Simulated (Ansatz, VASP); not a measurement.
P in VASP and in Ansatz

INCAR

```
PREC = Accurate
ENCUT = 520
EDIFF = 1E-6
ISMEAR = 0
SIGMA = 0.02
LREAL = F
LASPH = T
NELM = 80
ALGO = Normal
ISIF = 2
LWAVE = F
LCHARG = T
GGA = RP
LELF = T
LVHAR = T
NBANDS = 12
```

The input KPOINTS:

```
regular mesh
0
Gamma
  11 11 6
```

The input POSCAR:

```
P
1.0
    2.4246941115      0.0000000000      0.0000000000
    0.0000000000      2.4385351442      0.0000000000
   -0.0203144631      0.0000000000      4.8524328982
P
2
Direct
    0.0000000300      0.0000000000      0.7494253600
    0.9999999700      0.0000000000      0.2505746400
```

File input.yaml:

```yaml
crystal:
  lattice:
    - [2.4246941115, 0.0, 0.0]
    - [0.0, 2.4385351442, 0.0]
    - [-0.0203144631, 0.0, 4.8524328982]
  atoms:
    - { symbol: P, position: [3.0e-08, 0.0, 0.74942536] }
    - { symbol: P, position: [0.99999997, 0.0, 0.25057464] }
kpoints:
  mp_grid: { grid: [11, 11, 6] }
scf:
  occupations: { method: gaussian, width: 0.02 }
hamiltonian:
  xc: rpbe
  pseudopotentials: { kind: all_electron, lapw: { basis_error: 0.001 } }
output:
  forces: true
  stress: true
  eigenvalues: true
```

This isn't the form of P at room conditions, which is orthorhombic.

Alike in both runs: task single point; functional RPBE; k mesh 11 × 11 × 6; occupations gaussian, width 0.02 eV; no spin polarisation.

|  | VASP | Ansatz |
| --- | --- | --- |
| version | VASP 6.6.1 | Ansatz 0.2.0 |
| potentials or method | VASP PAW PBE potentials, release 64 (P) | all-electron LAPW, scalar-relativistic |
| plane-wave cutoff (eV) | 520 | see its input |

|  | VASP | Ansatz | Ansatz less VASP |
| --- | --- | --- | --- |
| gap on the k mesh at the Fermi level (eV) | none | none | - |
| pressure (GPa) | 3.1 | 3.9 | +0.77 |
| largest component of the traceless stress (GPa) | 0.54 | 0.55 | +0.010 |
| rms of the force components (eV/Å) | 0.016 | 0.015 | -0.0011 |

Atom by atom the forces differ by 0.001 eV/Å (rms over components). A gap of «none» marks a metal or a gap that the smearing closes. Ansatz ran all-electron here, so the differences hold the error of VASP's frozen core and of both bases.

Caveats: the PAW data sets were made with another functional, which shifts forces and pressure a little (VASP).
